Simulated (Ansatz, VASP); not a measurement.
# One calculation of CdS, two programs

Contents of INCAR:

```
SYSTEM = CdS
ALGO = Normal ; EDIFF = 1E-6
ENCUT = 520 ; GGA = PS
ISIF = 2 ; ISMEAR = -1
LASPH = .True. ; LCHARG = .False.
LREAL = .False. ; LWAVE = .False.
NBANDS = 16 ; NELM = 80
PREC = Accurate ; SIGMA = 0.02
```

The input KPOINTS:

```
k-points
0
Gamma
  7 7 7
  0 0 0
```

POSCAR

```
CdS
1.0
    0.0000000000      2.9527307908      2.9527307908
    2.9527307908      0.0000000000      2.9527307908
    2.9527307908      2.9527307908      0.0000000000
Cd S
1 1
Direct
    0.0000000000      0.0000000000      0.0000000000
    0.7500000000      0.7500000000      0.7500000000
```

Input for Ansatz:

```yaml
crystal:
  lattice:
    - [0.0, 2.9527307908, 2.9527307908]
    - [2.9527307908, 0.0, 2.9527307908]
    - [2.9527307908, 2.9527307908, 0.0]
  atoms:
    - { symbol: Cd, position: [0.0, 0.0, 0.0] }
    - { symbol: S, position: [0.75, 0.75, 0.75] }
kpoints:
  mp_grid: { grid: [7, 7, 7] }
  band_path:
    path:
      - [0.0, 0.0, 0.0]
      - [-0.5, -0.5, 0.0]
      - [-0.375, -0.375, 0.25]
      - [-0.375, 0.0, 0.375]
      - [0.0, 0.0, 0.0]
      - [0.0, 0.0, 0.5]
      - [-0.5, -0.25, 0.25]
      - [-0.5, -0.5, 0.0]
    npoints: 5
scf:
  occupations: { method: fermi_dirac, width: 0.02 }
hamiltonian:
  xc: pbesol
  pseudopotentials: { kind: all_electron, lapw: { basis_error: 0.0005 } }
output:
  forces: true
  stress: true
  eigenvalues: true
```

Change from the starting cell: volume scaled by 1.01.

Alike in both runs: task single point; functional PBEsol; k mesh 7 × 7 × 7; occupations fermi-dirac, width 0.02 eV; no spin polarisation.

|  | VASP | Ansatz |
| --- | --- | --- |
| version | VASP 6.6.1 | Ansatz 0.2.0 |
| potentials or method | VASP PAW PBE potentials, release 64 (Cd, S) | all-electron LAPW, scalar-relativistic |
| plane-wave cutoff (eV) | 520 | see its input |

```tsv
	VASP	Ansatz	Ansatz less VASP
gap on the k mesh at the Fermi level (eV)	0.93	0.93	-0.003
pressure (GPa)	-2.0	-2.3	-0.31
```

Ansatz ran all-electron here, so the differences hold the error of VASP's frozen core and of both bases.

Caveats: the PAW data sets were made with another functional, which shifts forces and pressure a little (VASP).
